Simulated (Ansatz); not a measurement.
## CuO, space group C2/c: a check of PAW against all-electron LAPW, step by step

With Ansatz 0.2.0 through its Python package.

Typed at the interpreter:
```pycon
>>> import ansatz
>>> import numpy as np
>>> def count_gap(report):
...     # lowest empty less highest filled band, counting bands; zero where they overlap
...     return max(report.get("gap_by_band_count_ev") or 0.0, 0.0)
...
>>> xtal = (
...     ansatz.Lattice.of([2.34185, -1.7113, 0.0], [2.34185, 1.7113, 0.0], [-0.850027, 0.0, 5.057869])
...     .atom("Cu", [0.0, 0.5, 0.0])
...     .atom("Cu", [0.5, 0.0, 0.5])
...     .atom("O", [0.5816, 0.4184, 0.25])
...     .atom("O", [0.4184, 0.5816, 0.75])
... )
>>> len(xtal.resolved().sites)
4
>>> setup = (
...     xtal.calculation()
...     .occupations("fermi_dirac")
...     .scf(tolerance=1e-08)
...     .kpoints(9, 9, 5)
...     .functional("PBE")
...     .stress()
...     .forces()
...     .band_table()
... )
>>> variants = {
...     "PAW": setup.pseudopotentials("paw"),
...     "LAPW": setup.pseudopotentials("all_electron", lapw=True),
... }
>>> # totals differ by the cores that each treatment holds, so compare what does not depend on them
>>> rows = []
>>> for label, variant in variants.items():
...     summary = variant.run(threads=1).report
...     levels = np.array(summary["eigenvalues_ev"][0]) - summary["fermi_energy_ev"]
...     print(label, "levels at the first k-point near E_F:", np.round(levels[np.abs(levels) < 5], 3))
...     rows.append((label, summary["n_electrons"], np.trace(summary["stress_gpa"]) / 3, float(np.abs(summary["forces_ev_ang"]).max()), count_gap(summary)))
...
DeckWarning: basis.ecutwfc = 420 eV, auto-derived from the records' recommended cutoffs: set by Cu (normal level)
DeckWarning: output.stress: scf.convergence.dr2_threshold = 1e-8 eV is looser than the 4e-10 eV advised for a printed stress (1e-10 eV for each atom of the cell: 4). What an SCF threshold leaves in a [...]
PAW levels at the first k-point near E_F: [-3.33  -3.145 -3.139 -3.084 -2.99  -2.709 -2.628 -2.395 -2.227 -2.167
 -1.671  0.201  0.938  1.685]
LAPW levels at the first k-point near E_F: [-3.339 -3.153 -3.148 -3.105 -2.998 -2.719 -2.641 -2.41  -2.241 -2.183
 -1.674  0.2    0.938  1.673]
>>> print("     treatment  electrons in bands           P GPa  max force component eV/A  gap by band count eV")
     treatment  electrons in bands           P GPa  max force component eV/A  gap by band count eV
>>> for row in rows:
...     print(f"{str(row[0]):>14s}  {row[1]:18.1f}  {row[2]:14.3f}  {row[3]:24.4f}  {row[4]:20.3f}")
...
           PAW                50.0           5.797                    0.2606                 0.000
          LAPW                54.0           5.771                    0.2570                 0.000
```

PAW gives 5.797 GPa and LAPW 5.771 GPa, 0.026 GPa apart. They took 5.3 and 100.6 s of processor time.

No spin polarisation was allowed. The mesh is modest for a metal, so energies can be off by several to tens of meV an atom and pressures by half a GPa or more; differences at equal mesh fare better. A gap by band count of zero or less means overlapping bands, a metal. Without a Hubbard U or exact exchange, semilocal functionals often make such 3d compounds metallic or too weakly gapped. At these settings the cell as given stands under about 6 GPa, so it isn't at this functional's equilibrium volume. The starting cell is as deposited in a crystallographic database; the results hold for this polymorph, which needn't be the stable one. Gaps and levels are Kohn-Sham values on a finite set of k-points. Warnings are shown shortened and without file and line. Pressure is positive in compression; the treatments may keep other shells as core, so totals and counts of electrons can differ. Timing: 110 s on 1 thread of Arm Neoverse V2 (shared host), peak memory 1.2 GiB.

(A comment or docstring line of the script was reworded after the run, the code is as it ran; lines on the test bed's own set-up are left out of the output.)
